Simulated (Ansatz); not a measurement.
The system is TePt.

```xyz
2
Lattice="3.5592 0.0000 0.0000 0.0000 3.5592 0.0000 0.0000 0.0000 3.5592" Properties=species:S:1:pos:R:3 pbc="T T T"
Pt    0.0000    0.0000    0.0000
Te    1.7796    1.7796    1.7796
```

Measurements of this composition are mostly on another form, of space group No. 166.

| Property | Result |
| --- | --- |
| Program | Ansatz 0.2.0 |
| Task | relaxation of cell and atoms |
| Functional | r2SCAN |
| Dispersion | D3(BJ) |
| Potentials or basis | Ansatz PAW |
| Cutoff | 500 eV (not typed: the program's choice for these potentials) |
| k mesh | 8 × 8 × 8 |
| Occupations | fermi-dirac, width 0.05 eV |
| Spin | no spin polarisation |

At the start: volume 22.54 Å³/atom.

Question: How do energy, volume and symmetry change on relaxing?

Answer: It ends after 7 steps and the volume is 19.74 Å³/atom (-12.4 %); space group Pm-3m (No. 221, to 0.05 Å).

Step by step:
```csv
step,energy change (eV),largest force (eV/Å),volume (Å³)
1,0.0000,0.0000,45.09
2,-0.2603,0.0000,38.81
3,-0.2649,0.0000,39.72
4,-0.2655,0.0000,39.50
5,-0.2645,0.0000,39.50
6,-0.2645,0.0000,39.49
7,-0.2645,0.0000,39.49
```

Final structure:
```cif
data_structure
_symmetry_space_group_name_H-M 'P 1'
_symmetry_Int_Tables_number 1
_cell_length_a 3.4053
_cell_length_b 3.4053
_cell_length_c 3.4053
_cell_angle_alpha 90.000
_cell_angle_beta 90.000
_cell_angle_gamma 90.000
_cell_volume 39.49
loop_
_atom_site_label
_atom_site_type_symbol
_atom_site_fract_x
_atom_site_fract_y
_atom_site_fract_z
_atom_site_occupancy
Pt1 Pt 0.00000 0.00000 0.00000 1
Te1 Te 0.50000 0.50000 0.50000 1
```

Caveat: the plane-wave basis is chosen anew once the cell has moved, so the energies of steps on either side of that aren't comparable; pairwise dispersion overbinds metals, which lowers pressure and volume; the PAW data sets come from PBE, with cores solved anew for the run's functional, which leaves a small shift of forces and pressure; the dispersion damping was fitted for another functional or another form of the correction.
